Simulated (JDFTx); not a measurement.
AlN:

```
CELL_PARAMETERS angstrom
0.00000 2.18399 2.18399
2.18399 0.00000 2.18399
2.18399 2.18399 0.00000
ATOMIC_POSITIONS crystal
Al 0.00000 0.00000 0.00000
N 0.25000 0.25000 0.25000
```

Measurements of this composition are mostly on another form, of space group No. 186.

Program: JDFTx 1.7.0 (patched build). Alike in all runs: task single point; potentials or basis PseudoDojo-SR-PBE-0.5-standard; no spin polarisation; cell as given; smearing fermi-dirac 0.05 eV.

**Question.** Order these runs on this cell by their band gap on the k mesh, lowest first.
A. level HSEsol; k mesh 4 × 4 × 4; cutoff (eV) 980; SCF threshold on the energy 1e-07 Ha; mesh quality coarse
B. level HLE16; k mesh 10 × 10 × 10; cutoff (eV) 1143; SCF threshold on the energy 1e-09 Ha; mesh quality not flagged
C. level PBE; k mesh 10 × 10 × 10; cutoff (eV) 1143; SCF threshold on the energy 1e-09 Ha; mesh quality not flagged

**Answer.** C (3.32 eV), A (4.30 eV), B (4.49 eV).

Caveats: some runs use coarse meshes; versions of the library of functionals differ on this one, in energies and forces (some runs); the hybrid runs on potentials with a model core (some runs); the cell as given lies far from equilibrium (some runs); the potentials were made for a functional far from this one (some runs); the empty levels aren't tightly converged (some runs).

A k mesh can miss the band edges.
